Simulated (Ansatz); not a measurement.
TePb, 2 atoms in the cell. It takes space group Fm-3m (No. 225, cubic). Conventional cell: a = 6.462 Å, b = 6.462 Å, c = 6.462 Å, α = 90.00°, β = 90.00°, γ = 90.00°. Pb (site symmetry m-3m) is surrounded by 6 Te at 3.23 Å. Te (site symmetry m-3m) has 6 Pb at 3.23 Å as nearest neighbours. 

* Program: Ansatz 0.2.0
* Task: Born charges
* Functional: LDA
* Potentials or basis: Ansatz PAW
* Cutoff: 420 eV (not typed: the program's choice for these potentials)
* k mesh: 7 × 7 × 7
* Occupations: fixed
* Spin: no spin polarisation

Potentials or basis: Ansatz PAW.

The run is started by

```console
$ ansatz run input.yaml --threads 2 --pin off --max-ram 5632MiB --backend cpu --events-out ev --progress --plain --runs-dir out
```

Hardware: 2 threads of AMD EPYC 9R14 (Zen 4), with other jobs on the host.

Question: How long does it take, and how much memory?

Answer: It took 20 s on 2 threads of AMD EPYC 9R14 (Zen 4), on a shared host, peak memory 0.76 GiB. Counts: scf iterations 12, plane waves 1363, k points 40, bands 19.
